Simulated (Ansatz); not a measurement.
**Mo under changes of volume**

One of the cells (15.892 Å³/atom); the others are scaled copies at fixed shape and fractional positions:

```
Mo
1.0
    -1.58381    1.58381    1.58381
     1.58381   -1.58381    1.58381
     1.58381    1.58381   -1.58381
Mo
1
Direct
  0.00000 0.00000 0.00000
```

| Item | Value |
| --- | --- |
| Program | Ansatz 0.2.0 |
| Functional | RPBE |
| Dispersion | D4 |
| Potentials or basis | Ansatz PAW |
| Cutoff | 420 eV (not typed: the program's choice for these potentials) |
| k mesh | 12 × 12 × 12 |
| Occupations | fermi-dirac, width 0.05 eV |
| Spin | no spin polarisation |

| volume (Å³/atom) | energy over the lowest point (meV/atom) | pressure (GPa) |
| --- | --- | --- |
| 14.938 | ? | ? |
| 15.256 | 0.00 | 1.7 |
| 15.574 | 2.41 | -3.9 |
| 15.892 | 15.29 | -8.9 |
| 16.209 | 37.55 | -13.4 |
| 16.527 | 68.23 | -17.4 |
| 16.845 | 106.43 | -21.0 |

Task: What does the run at 14.938 Å³/atom give?

Result: Energy over the lowest point 9.31 meV/atom; pressure 7.9 GPa.

Worked out: A Birch-Murnaghan fit of order 3 (a polynomial in V^(-2/3)) to the other rows has its minimum at 15.35 Å³/atom with B0 = V·E''(V) = 277 GPa and B' = 4.4. It gives 9.39 meV/atom at 14.938 Å³/atom, against the run's 9.31, and -dE/dV = 7.9 GPa, against 7.9.

Energies are extrapolated to zero smearing.

Caveats: pairwise dispersion overbinds metals, which lowers pressure and volume; the PAW data sets come from PBE, with cores solved anew for the run's functional, which leaves a small shift of forces and pressure.
